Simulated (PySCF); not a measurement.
Ta: density of states with PBE

The system is Ta.

```
Ta
1.0
    -1.65128    1.65128    1.65128
     1.65128   -1.65128    1.65128
     1.65128    1.65128   -1.65128
Ta
1
Direct
  0.00000 0.00000 0.00000
```

```json
{
  "Program": "PySCF 2.14.0",
  "Task": "density of states",
  "Functional": "PBE",
  "Potentials or basis": "DZVP-MOLOPT-SR/GTH-PBE (potentials made for PBE)",
  "k mesh": "6 × 6 × 6",
  "Occupations": "fermi-dirac, width 0.05 eV",
  "Spin": "no spin polarisation",
  "Symmetry": "no",
  "Density cutoff": "88 Ha",
  "Exponents discarded below (exp_to_discard)": "0.02 1/bohr^2",
  "Potentials": "Ta GTH-PBE-q13",
  "Gaussian width of the DOS": "0.15 eV",
  "conv_tol": "1e-07 Ha",
  "max_cycle": "60",
  "Coulomb method": "multigrid"
}
```

| Item | Value |
| --- | --- |
| Band gap on the k mesh | none (metal or under the smearing width) |

Levels at points of the mesh, in eV from the Fermi level:
```tsv
k point	band 3	band 4	band 5	band 6	band 7	band 8	band 9	band 10	band 11	band 12
(0.00, 0.00, 0.00)	-33.22	-33.22	-7.84	0.80	0.80	0.80	4.15	4.15	17.10	17.10
(0.00, 0.00, 0.50)	-33.60	-33.23	-4.33	-1.48	1.66	3.99	5.02	7.88	11.83	14.35
(0.00, 0.50, 0.00)	-33.60	-33.23	-4.33	-1.48	1.66	3.99	5.02	7.88	11.83	14.35
(0.00, 0.50, 0.50)	-33.60	-33.23	-4.33	-1.48	1.66	3.99	5.02	7.88	11.83	14.35
(0.50, 0.00, 0.00)	-33.60	-33.23	-4.33	-1.48	1.66	3.99	5.02	7.88	11.83	14.35
(0.50, 0.00, 0.50)	-33.60	-33.23	-4.33	-1.48	1.66	3.99	5.02	7.88	11.83	14.35
(0.50, 0.50, 0.00)	-33.60	-33.23	-4.33	-1.48	1.66	3.99	5.02	7.88	11.83	14.35
(0.50, 0.50, 0.50)	-34.04	-34.04	-3.76	-3.76	6.93	6.93	6.93	9.48	9.48	9.48
```

States per cell in windows of 0.5 eV (zero at the Fermi level; states under -8 eV left out):
```csv
from (eV),total
-8.0,0.01
-7.5,0.00
-7.0,0.10
-6.5,0.01
-6.0,0.04
-5.5,0.06
-5.0,0.28
-4.5,0.07
-4.0,0.50
-3.5,0.42
-3.0,0.29
-2.5,0.54
-2.0,0.31
-1.5,0.77
-1.0,0.68
-0.5,0.98
0.0,0.57
0.5,0.17
1.0,0.05
1.5,0.24
2.0,0.33
2.5,0.26
3.0,0.58
3.5,0.60
4.0,0.45
4.5,1.33
5.0,0.90
5.5,0.02
6.0,0.00
6.5,0.06
7.0,0.21
7.5,0.19
```

Wall time 2.6 min on 4 threads of Intel(R) Xeon(R) Processor @ 2.50GHz (Skylake/Cascade Lake), with other jobs on the host, peak memory 1.5 GiB.

Caveat: the k mesh is coarse (spacing up to 0.45 Å⁻¹), so the values aren't converged; the basis of atomic orbitals isn't converged, which shifts pressures, moduli and gaps. The run has no spin-orbit coupling, so splittings on Ta are missing.
